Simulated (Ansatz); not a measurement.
**TiSi2 under changes of volume**

One of the cells (14.162 Å³/atom); the others are scaled copies at fixed shape and fractional positions:

```
CELL_PARAMETERS angstrom
-1.47287 1.71213 4.21208
1.47287 -1.71213 4.21208
1.47287 1.71213 -4.21208
ATOMIC_POSITIONS crystal
Ti 0.00000 0.00000 0.00000
Si 0.67008 0.67008 0.00000
Si 0.32992 0.32992 0.00000
```

The cell comes from a database or a generator and needn't be the stable form of this composition.

| Quantity | Value |
| --- | --- |
| Program | Ansatz 0.2.0 |
| Functional | LDA |
| Potentials or basis | all-electron LAPW, scalar-relativistic |
| Cutoff | 202 eV (chosen from the basis error) |
| Basis error allowed | 0.002 eV/atom |
| k mesh | 12 × 12 × 12 |
| Occupations | fermi-dirac, width 0.05 eV |
| Spin | no spin polarisation |

```csv
volume (Å³/atom),energy over the lowest point (meV/atom),pressure (GPa),largest force (eV/Å)
13.313,1.19,2.4,0.069
13.596,0.00,-0.9,0.085
13.879,?,?,?
14.162,13.72,-6.6,0.115
14.446,27.53,-8.9,0.129
14.729,45.27,-11.1,0.143
15.012,66.61,-13.0,0.157
```

Q: What does the run at 13.879 Å³/atom give?

A: Energy over the lowest point 4.37 meV/atom; pressure -3.9 GPa; largest force 0.100 eV/Å.

Worked out: A Birch-Murnaghan fit of order 3 (a polynomial in V^(-2/3)) to the other rows has its minimum at 13.51 Å³/atom with B0 = V·E''(V) = 155 GPa and B' = 4.3 at fixed shape and positions, which overstates the stiffness. It gives 4.38 meV/atom at 13.879 Å³/atom, against the run's 4.37, and -dE/dV = -3.9 GPa, against -3.9.

Energies are extrapolated to zero smearing.
